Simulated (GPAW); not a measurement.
# InP (F-43m) in GPAW: reference runs

How does InP come out in PBE? The cell is run as given.

Program: GPAW 26.7.0. These are calculated values, not measurements. Logs are shortened: lines on timing, memory, paths and dates and some standing lists are left out, and cuts for length are marked. The log counts tension as positive stress, the text compression.

**The experiment to reproduce.**

A printed reference work, data compilation reports, for a bulk crystal of InP at 1.6 K: band gap 1.4236 eV (direct).

The runs below are set against these values where they give the same quantity.

### Step 1. Starting point

The structure is cubic, space group F-43m (No. 216). Conventional cell: a = 5.861 Å, b = 5.861 Å, c = 5.861 Å, α = 90.00°, β = 90.00°, γ = 90.00°. In (site symmetry -43m) is surrounded by 4 P at 2.54 Å. Around P (site symmetry -43m) lie 4 In at 2.54 Å.

### Step 2. Single point, PBE

run.py reads:

```python
from ase import Atoms
from ase.dft.bandgap import bandgap
from ase.io import write
from ase.units import Bohr, GPa
from gpaw import GPAW, PW
from gpaw.elf import elf_from_dft_calculation

atoms = Atoms(['In', 'P'],
              cell=[[0.0, 2.9305, 2.9305],
                    [2.9305, 0.0, 2.9305],
                    [2.9305, 2.9305, 0.0]],
              scaled_positions=[[0.0, 0.0, 0.0],
                                [0.75, 0.75, 0.75]],
              pbc=True)

calc = GPAW(mode=PW(600),
            xc='PBE',
            kpts={'size': (8, 8, 8), 'gamma': True},
            occupations={'name': 'fermi-dirac', 'width': 0.05},
            nbands=18,
            convergence={'density': 1e-05, 'energy': 1e-05},
            maxiter=150,
            txt='gpaw.txt')
atoms.calc = calc
energy = atoms.get_potential_energy()
forces = atoms.get_forces()
stress = atoms.get_stress()
calc.write('gs.gpw')
write('result.traj', atoms)
print(f'Energy: {energy:.6f} eV')
print('Forces (eV/A):')
print(forces.round(4))
print('Stress (GPa):', (stress / GPa).round(3))
print('Fermi level:', round(calc.get_fermi_level(), 4), 'eV')
print(f'Gap: {bandgap(calc)[0]:.4f} eV, direct: {bandgap(calc, direct=True)[0]:.4f} eV')

# fields on the real-space grid
write('density.cube', atoms, data=calc.get_pseudo_density() * Bohr**3)
write('potential.cube', atoms, data=calc.get_electrostatic_potential())
write('elf.cube', atoms, data=elf_from_dft_calculation(calc).data)
```

Potentials or basis: GPAW PAW data sets (gpaw-data 1.2.1), pw.

Started as:

```console
$ OMP_NUM_THREADS=1 python run.py
```

gpaw.txt:

```text
__  _  _
 | _ |_)|_||  |
 |__||  | ||/\| - 26.7.0

Input parameters:
  mode=PW(ecut=600.0),
  convergence={'density': 1e-05, 'energy': 1e-05},
  kpts=MonkhorstPack(size=(8, 8, 8), gamma=True),
  maxiter=150,
  nbands=18,
  occupations=Occupations(name='fermi-dirac', width=0.05),
  xc=XC(name='PBE')

Diagonalizing LCAO Hamiltonian
Converting LCAO to pw mode

                     P

       In

Atoms  # Å, Bohr magnetons
|   | symbol |        x |        y |        z |    initial magnetic moments |
|---|--------|----------|----------|----------|-----------------------------|
| 0 |     In | 0.000000 | 0.000000 | 0.000000 | ( 0.0000,  0.0000,  0.0000) |
| 1 |      P | 4.395750 | 4.395750 | 4.395750 | ( 0.0000,  0.0000,  0.0000) |

Unit cell  # Å
| periodic |        x |        y |        z |  lengths |    angles |
|----------|----------|----------|----------|----------|-----------|
|      yes | 0.000000 | 2.930500 | 2.930500 | 4.144353 | 60.000000 |
|      yes | 2.930500 | 0.000000 | 2.930500 | 4.144353 | 60.000000 |
|      yes | 2.930500 | 2.930500 | 0.000000 | 4.144353 | 60.000000 |

Number of symmetries: 24
Symmetry operations  # r_c * U_cc + t_c -> r_c
|    | kind |            matrix            |
|----|------|------------------------------|
|  0 |  E   |  1, 0, 0,  0, 1, 0,  0, 0, 1 |
|  1 |  σ   |  1, 0, 0,  0, 0, 1,  0, 1, 0 |
|  2 |  σ   |  1, 0,-1,  0, 1,-1,  0, 0,-1 |
|  3 |  C3  |  1, 0,-1,  0, 0,-1,  0, 1,-1 |
|  4 |  C3  |  1,-1, 0,  0,-1, 1,  0,-1, 0 |
|  5 |  σ   |  1,-1, 0,  0,-1, 0,  0,-1, 1 |
|  6 |  σ   |  0, 1, 0,  1, 0, 0,  0, 0, 1 |
|  7 |  C3  |  0, 1, 0,  0, 0, 1,  1, 0, 0 |
|  8 |  C2  |  0, 1,-1,  1, 0,-1,  0, 0,-1 |
|  9 |  S4  |  0, 1,-1,  0, 0,-1,  1, 0,-1 |
| 10 |  C3  |  0, 0, 1,  1, 0, 0,  0, 1, 0 |
| 11 |  σ   |  0, 0, 1,  0, 1, 0,  1, 0, 0 |
| 12 |  S4  |  0, 0,-1,  1, 0,-1,  0, 1,-1 |
| 13 |  C3  |  0, 0,-1,  0, 1,-1,  1, 0,-1 |
| 14 |  S4  |  0,-1, 1,  1,-1, 0,  0,-1, 0 |
| 15 |  C2  |  0,-1, 1,  0,-1, 0,  1,-1, 0 |
| 16 |  C3  |  0,-1, 0,  1,-1, 0,  0,-1, 1 |
| 17 |  S4  |  0,-1, 0,  0,-1, 1,  1,-1, 0 |
| 18 |  S4  | -1, 1, 0, -1, 0, 1, -1, 0, 0 |
| 19 |  C3  | -1, 1, 0, -1, 0, 0, -1, 0, 1 |
| 20 |  C3  | -1, 0, 1, -1, 1, 0, -1, 0, 0 |
| 21 |  S4  | -1, 0, 1, -1, 0, 0, -1, 1, 0 |
| 22 |  σ   | -1, 0, 0, -1, 1, 0, -1, 0, 1 |
| 23 |  C2  | -1, 0, 0, -1, 0, 1, -1, 1, 0 |

BZ-sampling:
  Number of BZ points: 512
  Number of IBZ points: 29

  Monkhorst-Pack size: [8, 8, 8]
  Monkhorst-Pack shift: [0.0625, 0.0625, 0.0625]

K-points  # in reciprocal-cell coordinates
|     |                                coordinates |     weight |
|-----|--------------------------------------------|------------|
|   0 | (  0.00000000,   0.00000000,   0.00000000) | 0.00195312 |
|   1 | (  0.12500000,   0.12500000,   0.00000000) | 0.01171875 |
|   2 | (  0.12500000,   0.12500000,   0.12500000) | 0.01562500 |
|   3 | (  0.25000000,   0.12500000,   0.12500000) | 0.02343750 |
|   4 | (  0.25000000,   0.25000000,   0.00000000) | 0.01171875 |
|   5 | (  0.25000000,   0.25000000,   0.12500000) | 0.04687500 |
|   6 | (  0.25000000,   0.25000000,   0.25000000) | 0.01562500 |
|   7 | (  0.37500000,   0.25000000,  -0.37500000) | 0.04687500 |
|   8 | (  0.37500000,   0.25000000,   0.12500000) | 0.04687500 |
|   9 | (  0.37500000,   0.25000000,   0.25000000) | 0.04687500 |
| ... |                                            |            |
|  28 | (  0.50000000,   0.50000000,   0.50000000) | 0.00781250 |

Plane wave coefficients: 1700
Cutoff: 600.0 eV

Spin-components: 1 (collinear spins)
Bands:           18
Projectors:      11
Spin-degeneracy: 2
Datatype:        complex128

Density:
  Valence electrons: 18.0
  Components: 1
  Grid points: [24 24 24]
  Charge: 0.0  # |e|

Potential:
  Grid points: [24 24 24]

species:
  In:
    name:    Indium
    Z:       49.0
    valence: 13
    core:    36
    charge:  0.0  # [|e|]
    compensation charges:
      type: gauss
      rc: 0.36  # [Å]
      lmax: 2
    cutoffs:
      filter: 2.09  # [Å]
      core: 2.48  # [Å]
    projectors
    | kind |    occ | energy [eV] | rcut [Å] |
    |------|--------|-------------|----------|
    |   5s |  2.000 |      -8.203 |    1.185 |
    |   5p |  1.000 |      -2.521 |    1.244 |
    |   4d | 10.000 |     -18.629 |    1.148 |
    |    s |        |      19.008 |    1.185 |
    |    p |        |      24.691 |    1.244 |
    |    d |        |       8.583 |    1.148 |

    Using partial waves for In as LCAO basis

  P:
    name:    Phosphorus
    Z:       15.0
    valence: 5
    core:    10
    charge:  0.0  # [|e|]
    compensation charges:
      type: gauss
      rc: 0.30  # [Å]
      lmax: 2
    cutoffs:
      filter: 1.69  # [Å]
      core: 1.81  # [Å]
    projectors
    | kind |    occ | energy [eV] | rcut [Å] |
    |------|--------|-------------|----------|
    |   3s |  2.000 |     -13.968 |    0.953 |
    |   3p |  3.000 |      -5.506 |    0.953 |
    |    s |        |      13.244 |    0.953 |
    |    p |        |      21.705 |    0.953 |
    |    d |        |       0.000 |    0.953 |

    Using partial waves for P as LCAO basis

Reference energy: -169278.333319  # eV

eigensolver:
  PPCG
  Converge bands: occupied
  niter=2

density mixing:
  MSR1-Mixer
  Pratt-step length: 0.05
  Maximum mixing coefficient: 0.75
  Old densities: 10
  SVD Regularization: 0.005
  Good broyden scale: 1.0
  Trust region scale: 1.0
  Backstep threshold: 4.0
  History deletion threshold: 6.0
  Fourier metric: weight=20.0, sigma=0.015

occupation numbers:
  Fermi-Dirac:
    width: 0.0500  # eV

poisson solver:
  ecut: 4800.0  # eV

xc functional:
[... 9 lines left out ...]
|iter     | |      energy | eigst |  dens |
|---------|-|-------------|-------|-------|
|iter:   1| |   -8.967221 | -0.28 |       |
|iter:   2| |   -8.891187 | -2.21 | -1.11 |
|iter:   3| |   -8.612391 | -1.76 | -1.16 |
|iter:   4| |   -8.612336 | -3.19 | -1.74 |
|iter:   5| |   -8.612446c| -3.94 | -2.24 |
|iter:   6| |   -8.612493c| -5.37 | -3.03 |
|iter:   7| |   -8.612498c| -6.47 | -3.53 |
|iter:   8| |   -8.612498c| -7.93c| -4.58 |
|iter:   9| |   -8.612498c| -8.29c| -5.33c|

Converged in 9 steps
Energy contributions relative to reference atoms: (reference = -169278.333319)

Energy contributions:
  Kinetic:          22.519798
  Coulomb:         -20.607946
  Zero:              0.128393
  External:          0.000000
  Xc:              -10.652741
  Entropy:          -0.000005
  Spinorbit:         0.000000
  ----------------------------
  Free energy:      -8.612500
  Extrapolated:     -8.612498

dipole moment: (-16.908366, -16.908366, -16.908366)  # |e|*Ang

Fermi level: 5.304
Eigenvalues  # (at kpt = [0.000, 0.000, 0.000])
| band index |      eig [eV] | occ [0-2] |
|------------|---------------|-----------|
|          0 |        -9.182 |     2.000 |
|          1 |        -9.182 |     2.000 |
|          2 |        -9.182 |     2.000 |
|          3 |        -9.028 |     2.000 |
|          4 |        -9.028 |     2.000 |
|          5 |        -6.605 |     2.000 |
[... 10 lines left out ...]
|         16 |        16.132 |     0.000 |
|         17 |        16.132 |     0.000 |

Gap: 0.711 eV
Transition (v -> c):
  (s=0, k=0, n=8, [0.00, 0.00, 0.00]) -> (s=0, k=0, n=9, [0.00, 0.00, 0.00])
No difference between direct/indirect transitions

Forces  # eV/Ang
|        x |        y |        z |
|----------|----------|----------|
| -0.00000 |  0.00000 |  0.00000 |  # In   0
|  0.00000 | -0.00000 | -0.00000 |  # P    1

Stress tensor  # eV/Ang^3
|         x |         y |         z |
|-----------|-----------|-----------|
| -0.019001 | -0.000000 | -0.000000 |
| -0.000000 | -0.019001 |  0.000000 |
| -0.000000 |  0.000000 | -0.019001 |

# Writing to gs.gpw (mode='')
```

stdout:

```text
Energy: -8.612498 eV
Forces (eV/A):
[[-0.  0.  0.]
 [ 0. -0. -0.]]
Stress (GPa): [-3.044 -3.044 -3.044  0.    -0.    -0.   ]
Fermi level: 5.3039 eV
Gap: 0.7109 eV, direct: 0.7109 eV
```

Run time: 18 s. Hardware: 1 thread of Arm Neoverse V1, shared host; peak memory 0.16 GiB.

What came out:

| Item | Value |
| --- | --- |
| Free energy | -8.6125 eV |
| Pressure | 3.0 GPa |
| Band gap on the k mesh | 0.71 eV, direct |

Caveat: spin-orbit coupling is left out, which moves the levels of the heavy elements.

### Step 3. How close it comes

Step 2. A measured gap of InP is 1.4236 eV (direct; 1.6 K; a printed reference work, data compilation); the calculated 0.71 eV misses it by -0.71 eV. Spin-orbit coupling on In is left out. The value is that of PBE, without temperature or zero-point motion. Semilocal functionals fall short of measured gaps as a rule.
